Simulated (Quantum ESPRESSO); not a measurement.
A run of Quantum ESPRESSO 7.5 is set up as follows.

File pw.in:

```
&CONTROL
  calculation = 'scf'
  prefix = 'pwscf'
  outdir = './tmp'
  pseudo_dir = './pseudo'
  tprnfor = .true.
  tstress = .true.
  disk_io = 'low'
/
&SYSTEM
  ibrav = 0
  nat = 2
  ntyp = 1
  ecutwfc = 36
  nbnd = 9
  occupations = 'smearing'
  smearing = 'fd'
  degauss = 0.00367493
/
&ELECTRONS
  conv_thr = 4d-10
  electron_maxstep = 120
  mixing_beta = 0.5
/
ATOMIC_SPECIES
Si    28.0850 Si.upf
CELL_PARAMETERS bohr
   0.0000000000    5.1435532945    5.1435532945
   5.1435532945    0.0000000000    5.1435532945
   5.1435532945    5.1435532945    0.0000000000
ATOMIC_POSITIONS bohr
Si     5.1435532945    5.1435532945    5.1435532945
Si     7.7153299417    7.7153299417    7.7153299417
K_POINTS automatic
4 4 4 1 1 1
```

The input scf2.in:

```
&CONTROL
  calculation = 'scf'
  prefix = 'pwscf'
  outdir = './tmp'
  pseudo_dir = './pseudo'
  tprnfor = .true.
  tstress = .true.
  disk_io = 'low'
/
&SYSTEM
  ibrav = 0
  nat = 2
  ntyp = 1
  ecutwfc = 36
  nbnd = 9
  occupations = 'fixed'
/
&ELECTRONS
  conv_thr = 1d-13
  electron_maxstep = 120
  mixing_beta = 0.5
  startingpot = 'file'
  startingwfc = 'file'
/
ATOMIC_SPECIES
Si    28.0850 Si.upf
CELL_PARAMETERS bohr
   0.0000000000    5.1435532945    5.1435532945
   5.1435532945    0.0000000000    5.1435532945
   5.1435532945    5.1435532945    0.0000000000
ATOMIC_POSITIONS bohr
Si     5.1435532945    5.1435532945    5.1435532945
Si     7.7153299417    7.7153299417    7.7153299417
K_POINTS automatic
4 4 4 1 1 1
```

Contents of ph.in:

```
dielectric of Si
&INPUTPH
  prefix = 'pwscf'
  outdir = './tmp'
  tr2_ph = 1d-18
  fildyn = 'dyn'
  niter_ph = 90
  alpha_mix(1) = 0.7
  epsil = .true.
  trans = .false.
  zeu = .true.
/
0.0000000000 0.0000000000 0.0000000000
```

Potentials or basis: PseudoDojo 0.4.1 SR PBE standard.

Launch:

```console
$ OMP_NUM_THREADS=1 pw.x -in pw.in > pw.out
$ OMP_NUM_THREADS=1 pw.x -in scf2.in > scf2.out
$ OMP_NUM_THREADS=1 ph.x -in ph.in > ph.out
```

Task: Estimate the electronic dielectric tensor (diagonal).

Result: 13.88.

Task: Estimate the Born charges (mean of the diagonal).

Result: Si -0.07 e.

Task: What does it give for the pressure?

Result: 1.2 GPa.

Electronic dielectric tensor:
```
13.88  0.00  0.00
 0.00 13.88  0.00
 0.00  0.00 13.88
```

Caveat: the mesh is thin for the dielectric tensor, Born charges and intensities, which usually come out too large; the Born charges break their sum rule by 0.15 e, a sign of too thin a mesh.
